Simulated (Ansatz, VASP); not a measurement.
## SnO2: VASP beside Ansatz

```
Sn O
1.0
     0.00000    4.42896    4.42896
     4.42896    0.00000    4.42896
     4.42896    4.42896    0.00000
Sn O
4 8
Cartesian
  3.3217 3.3217 1.1072
  1.1072 3.3217 3.3217
  3.3217 1.1072 3.3217
  1.1072 1.1072 1.1072
  7.8900 7.8900 7.8900
  5.3968 7.8900 5.3968
  5.3968 5.3968 7.8900
  7.8900 5.3968 5.3968
  3.1824 5.6755 5.6755
  5.6755 5.6755 3.1824
  5.6755 3.1824 5.6755
  3.1824 3.1824 3.1824
```

Alike in both runs: functional LDA; k mesh 6 × 6 × 6; occupations gaussian, width 0.02 eV; no spin polarisation.

Ansatz relaxed the structure, and its values are those at the end. VASP's run is a single point on that final structure, the one shown.

|  | VASP | Ansatz |
| --- | --- | --- |
| version | VASP 6.6.1 | Ansatz 0.2.0 |
| potentials or method | VASP PAW LDA potentials, release 64 (Sn_d, O) | scalar-relativistic, plane waves, PAW |
| plane-wave cutoff (eV) | 520 | 420 |
| valence electrons in the cell | 104 | 104 |

VASP gave:

```
gap on the k mesh at the Fermi level (eV) : 2.07
least direct gap on the mesh (eV)         : 2.07
pressure (GPa)                            : 1.1
rms of the force components (eV/Å)        : 0.047
```

Task: What did Ansatz give for the same quantities?

Result: gap on the k mesh at the Fermi level (eV): 2.07; least direct gap on the mesh (eV): 2.07; pressure (GPa): 0.0; rms of the force components (eV/Å): 0.001.

Ansatz warned: «pseudo_functional_mismatch».

Caveats: spin-orbit coupling is left out, which moves the levels of the heavy elements. A k mesh can miss the band edges.
